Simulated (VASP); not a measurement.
# AlN (P6_3/mmc) in VASP: notebook

One crystal, AlN, is run at these levels: PBEsol; tasks: single point.

Program: VASP 6.6.1. These are calculated values, not measurements. Logs are shortened: lines on timing, memory, paths and dates and some standing lists are left out, and cuts for length are marked.

### 1 The structure

It takes space group P6_3/mmc (No. 194, hexagonal). Conventional cell: a = 3.312 Å, b = 3.312 Å, c = 4.188 Å, α = 90.00°, β = 90.00°, γ = 120.00°. Around Al (site symmetry -6m2) lie 5 N at 1.91 to 2.09 Å. N (site symmetry -6m2) has 5 Al at 1.91 to 2.09 Å as nearest neighbours.

Measurements of this composition are mostly on another form, of space group No. 186.

### 2 Single point, PBEsol

Contents of INCAR:

```
PREC     = Accurate       # precision mode
ENCUT    = 450            # plane-wave cutoff, eV
EDIFF    = 1E-4           # SCF threshold, eV
ISMEAR   = 0              # smearing method
SIGMA    = 0.05           # smearing width, eV
LREAL    = False          # projectors in reciprocal space
LASPH    = True           # aspherical terms in the spheres
NELM     = 100            # most SCF steps
ALGO     = Normal         # electronic algorithm
ISIF     = 2              # what is computed and relaxed
LWAVE    = False          # write WAVECAR
LCHARG   = False          # write CHGCAR
GGA      = PS             # functional
ADDGRID  = False
```

Contents of KPOINTS:

```
regular mesh
0
Gamma
  6 6 4
```

Contents of POSCAR:

```
AlN
1.0
    3.3121157418      0.0000000000      0.0000000000
   -1.6560578709      2.8683763727      0.0000000000
    0.0000000000      0.0000000000      4.1875630000
Al N
2 2
Direct
    0.6666666667      0.3333333333      0.2500000000
    0.3333333333      0.6666666667      0.7500000000
    0.6666666667      0.3333333333      0.7500000000
    0.3333333333      0.6666666667      0.2500000000
```

Potentials or basis: VASP PAW PBE potentials, release 64 (Al, N).

Launch:

```console
$ cat potpaw_PBE.64/Al/POTCAR potpaw_PBE.64/N/POTCAR > POTCAR
$ mpirun -np 1 vasp_std > vasp.out
```

OUTCAR:

```text
PREC = Accurate
   ENCUT = 450
   EDIFF = 1E-4
   ISMEAR = 0
   LREAL = False
   LASPH = True
   NELM = 100
   ISIF = 2
   GGA = PS

 Found     21 irreducible k-points:

 Following reciprocal coordinates:
            Coordinates               Weight
  0.000000  0.000000  0.000000      1.000000
  0.166667  0.000000  0.000000      6.000000
  0.333333 -0.000000  0.000000      6.000000
  0.500000  0.000000  0.000000      3.000000
  0.166667  0.166667  0.000000      6.000000
  0.333333  0.166667  0.000000     12.000000
   k-points           NKPTS =     21   k-points in BZ     NKDIM =     21   number of bands    NBANDS=     12
   number of dos      NEDOS =    301   number of ions     NIONS =      4
   total plane-waves  NPLWV =  17280
   dimension x,y,z NGX =    24 NGY =   24 NGZ =   30
   dimension x,y,z NGXF=    48 NGYF=   48 NGZF=   60
   ions per type =               2   2
   NGX,Y,Z   is equivalent  to a cutoff of  12.05, 12.05, 11.91 a.u.
   NGXF,Y,Z  is equivalent  to a cutoff of  24.09, 24.09, 23.82 a.u.
 SYSTEM =  unknown system
   PREC   = accura    normal or accurate (medium, high low for compatibility)
   ISTART =      0    job   : 0-new  1-cont  2-samecut
   ICHARG =      2    charge: 1-file 2-atom 10-const
   ISPIN  =      1    spin polarized calculation?
   LNONCOLLINEAR =      F non collinear calculations
   LSORBIT =      F    spin-orbit coupling
   LASPH  =      T    aspherical Exc in radial PAW
   ENCUT  =  450.0 eV  33.07 Ry    5.75 a.u.   5.73  5.73  7.24*2*pi/ulx,y,z
   NELM   =    100;   NELMIN=  2; NELMDL= -5     # of ELM steps
   EDIFF  = 0.1E-03   stopping-criterion for ELM
   LREAL  =      F    real-space projection
   EDIFFG = 0.1E-02   stopping-criterion for IOM
   NSW    =      0    number of steps for IOM
   IBRION =     -1    ionic relax: 0-MD 1-quasi-New 2-CG
   NFREE  =      0    steps in history (QN), initial steepest desc. (CG)
   ISIF   =      2    stress and relaxation
   ISYM   =      2    0-nonsym 1-usesym 2-fastsym
   POTIM  = 0.5000    time-step for ionic-motion
   TEBEG  =    0.0;   TEEND  =   0.0 temperature during run
   PSTRESS=    0.0 pullay stress
   NELECT =      16.0000    total number of electrons
   NUPDOWN=      -1.0000    fix difference up-down
   EMIN   =  10.00;   EMAX   =-10.00  energy-range for DOS
   EFERMI =   0.00;   METHOD = LEGACY
   ISMEAR =     0;   SIGMA  =   0.05  broadening in eV -4-tet -1-fermi 0-gaus
   EFERMI_NEDOS =   21; number of points for ismear=-14 and -15
   IALGO  =     38    algorithm
   IMIX   =      4    mixing-type and parameters
     AMIX     =   0.40;   BMIX     =  1.00
     AMIX_MAG =   1.60;   BMIX_MAG =  1.00
  volume/ion in A,a.u.               =       9.95        67.12
  Fermi-wavevector in a.u.,A,eV,Ry     =   1.208409  2.283561 19.867927  1.460251
  Thomas-Fermi vector in A             =   2.344017
   LORBIT       =      0    0 simple, 1 ext, 2 COOP (PROOUT), +10 PAW based schemes
   GGA     = PS    functional components
   LHFCALC =     F    Hartree Fock is set to
   AEXX    =    0.0000 exact exchange contribution
   IVDW    =     0    specifies the selected vdW correction
   LEPSILON=     F    determine dielectric tensor
   LRPA    =     F    only Hartree local field effects (RPA)
 non-spin polarized calculation
 Gauss-broadening in eV      SIGMA  =   0.05
  energy-cutoff  :      450.00
  volume of cell :       39.78
 maximum number of plane-waves:       870
 NGX is ok and might be reduce to    24
   NGX = 11   NGY = 11   NGZ = 15

 number of electron      15.9999997 magnetization

 Free energy of the ion-electron system (eV)
  ---------------------------------------------------
  ext. energy  EPLUGINS =         0.00000000
  ---------------------------------------------------
  free energy    TOTEN  =       -30.94272680 eV

  energy without entropy =      -30.94272680  energy(sigma->0) =      -30.94272680

 E-fermi :   8.0672     XC(G=0): -11.3534

 val. band max:        7.8630268580   @ k =   0.0000   0.0000   0.0000
 cond. band min:      11.0474338703   @ k =   0.0000   0.0000   0.0000
 fundamental gap:      3.1844070124
 Fermi energy:         8.0672082033

 k-point     1 :       0.0000    0.0000    0.0000
  band No.  band energies     occupation
      1      -8.9057      2.00000
      2      -5.2325      2.00000
      3       0.9376      2.00000
      4       4.5771      2.00000
      5       4.5771      2.00000
      6       6.2451      2.00000
      7       6.2451      2.00000
      8       7.8630      2.00000
      9      11.0474      0.00000
     10      12.1993      0.00000
     11      15.9944      0.00000
     12      15.9944      0.00000

 k-point     2 :       0.1667    0.0000    0.0000
  band No.  band energies     occupation
      1      -8.5918      2.00000
      2      -5.2337      2.00000
      3       1.2774      2.00000
      4       3.5468      2.00000
      5       4.1773      2.00000
      6       5.2951      2.00000
      7       6.3696      2.00000
      8       7.3354      2.00000
      9      12.2005      0.00000
     10      13.1959      0.00000
     11      15.1887      0.00000
     12      16.8378      0.00000

 k-point     3 :       0.3333   -0.0000    0.0000
  band No.  band energies     occupation
      1      -7.7560      2.00000
      2      -5.4413      2.00000
      3       1.9686      2.00000
      4       2.2174      2.00000
      5       3.5924      2.00000
      6       4.0474      2.00000
      7       6.0173      2.00000
      8       6.4213      2.00000
      9      12.1268      0.00000
     10      14.5150      0.00000
     11      15.6297      0.00000
     12      16.3161      0.00000

 k-point     4 :       0.5000    0.0000    0.0000
  band No.  band energies     occupation
      1      -7.0297      2.00000
      2      -5.8675      2.00000
      3       1.3557      2.00000
      4       3.0973      2.00000
      5       3.3558      2.00000
      6       3.5298      2.00000
      7       4.9439      2.00000
      8       6.4029      2.00000
      9      11.6157      0.00000
     10      14.8822      0.00000
     11      14.9147      0.00000
     12      17.1342      0.00000

 k-point     5 :       0.1667    0.1667    0.0000
  band No.  band energies     occupation
      1      -8.0107      2.00000
      2      -5.3367      2.00000
      3       1.9245      2.00000
      4       2.7458      2.00000
      5       2.9214      2.00000
      6       4.8465      2.00000
      7       6.1137      2.00000
      8       6.4329      2.00000
      9      13.0594      0.00000
     10      14.4738      0.00000
     11      14.9698      0.00000
     12      15.4254      0.00000

 k-point     6 :       0.3333    0.1667    0.0000
  band No.  band energies     occupation
      1      -7.0979      2.00000
      2      -5.7688      2.00000
      3       1.4698      2.00000
      4       2.9368      2.00000
      5       3.0161      2.00000
      6       3.8903      2.00000
      7       5.1193      2.00000
      8       5.8725      2.00000
      9      12.8190      0.00000
     10      13.8352      0.00000
     11      15.7018      0.00000
     12      16.3116      0.00000

 [... further k-points ...]

------------------------ aborting loop because EDIFF is reached ----------------------------------------

  FORCE on cell =-STRESS in cart. coord.  units (eV):
  Direction    XX          YY          ZZ          XY          YZ          ZX
  --------------------------------------------------------------------------------------
  -------------------------------------------------------------------------------------
  Total       -1.0355555     -1.0355555     -1.2907777      0.0000000      0.0000000      0.0000000
  in kB      -41.7043115    -41.7043115    -51.9827248      0.0000000      0.0000000      0.0000000
  external PRESSURE =     -45.1304493 kB  Pullay stress =       0.0000000 kB

 VOLUME and BASIS-vectors are now :
 -----------------------------------------------------------------------------
  energy-cutoff  :      450.00
  volume of cell :       39.78
      direct lattice vectors                 reciprocal lattice vectors
     3.312115742  0.000000000  0.000000000     0.301921816  0.174314642  0.000000000
    -1.656057871  2.868376373  0.000000000     0.000000000  0.348629284  0.000000000
     0.000000000  0.000000000  4.187563000     0.000000000  0.000000000  0.238802377

 POSITION                                       TOTAL-FORCE (eV/Angst)
 -----------------------------------------------------------------------------------
      1.65606      0.95613      1.04689         0.000000     -0.000000      0.000000
     -0.00000      1.91225      3.14067        -0.000000      0.000000      0.000000
      1.65606      0.95613      3.14067        -0.000000      0.000000      0.000000
     -0.00000      1.91225      1.04689         0.000000     -0.000000      0.000000
 -----------------------------------------------------------------------------------
    total drift:                               -0.000000     -0.000000     -0.000000

  FREE ENERGIE OF THE ION-ELECTRON SYSTEM (eV)
  ---------------------------------------------------
  free  energy   TOTEN  =       -30.9427268005 eV

  energy  without entropy=      -30.9427268004  energy(sigma->0) =      -30.94272680
```

Wall time 3.2 s (1 thread of Intel Xeon 6975P-C (Granite Rapids), shared host); peak memory 0.14 GiB.

The run converged, but some of its settings lie outside the range that counts as converged, so its numbers aren't taken as properties of the crystal.

Results:

```
Free energy            : -30.9427 eV
Band gap on the k mesh : 3.18 eV, direct
```

Caveat: the cutoff is under 1.25 times the usual one of these potentials, so pressure, stress and relaxed cells hold a basis-set (Pulay) error; the PAW data sets were made with another functional, which shifts forces and pressure a little.

[end of part 1 of 2]
